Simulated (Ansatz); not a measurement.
CuO, DFT, PBEsol, all-electron LAPW, scalar-relativistic (Ansatz 0.2.0), run on 1 thread of Arm Neoverse V2 on a shared host.

The structure comes from a relaxation in the same program, started in the CsCl type, and has space group Pm-3m. Whether it is a known phase or the ground state wasn't checked.

Command: `ansatz run input.yaml --threads 1 --pin off --max-ram 2048MiB --backend cpu --events-out ev --progress --plain --runs-dir out`

```yaml
crystal:
  lattice:
    - [2.6368332336, 0.0, 0.0]
    - [0.0, 2.6368332336, 0.0]
    - [0.0, 0.0, 2.6368332336]
  atoms:
    - { symbol: Cu, position: [0.0, 0.0, 0.0] }
    - { symbol: O, position: [0.5, 0.5, 0.5] }
kpoints:
  mp_grid: { grid: [12, 12, 12] }
  band_path:
    path:
      - [0.0, 0.0, 0.0]
      - [0.0, 0.5, 0.0]
      - [0.5, 0.5, 0.0]
      - [0.0, 0.0, 0.0]
      - [0.5, 0.5, 0.5]
      - [0.0, 0.5, 0.0]
      - [0.5, 0.5, 0.5]
      - [0.5, 0.5, 0.0]
    npoints: 5
scf:
  occupations: { method: fermi_dirac, width: 0.08 }
hamiltonian:
  xc: pbesol
  pseudopotentials: { kind: all_electron, lapw: { basis_error: 0.00025 } }
output:
  forces: true
  stress: true
  eigenvalues: true
```

(1) How large is the problem that the program sets up?

(2) About how long does it take, and how much memory does it use?

(3) And the same cell and mesh by PAW with the default files, asked for forces, stress, eigenvalues, efg and the same band path, on the same hardware?

Answers

(1) 84 irreducible k-points, 257 plane waves at Γ, 18 bands.

(2) 19 s of wall time for 11 SCF iterations, with a peak of 0.4 GiB. Times on shared machines scatter by tens of per cent.

(3) 3.1 s, peak memory 0.34 GiB.
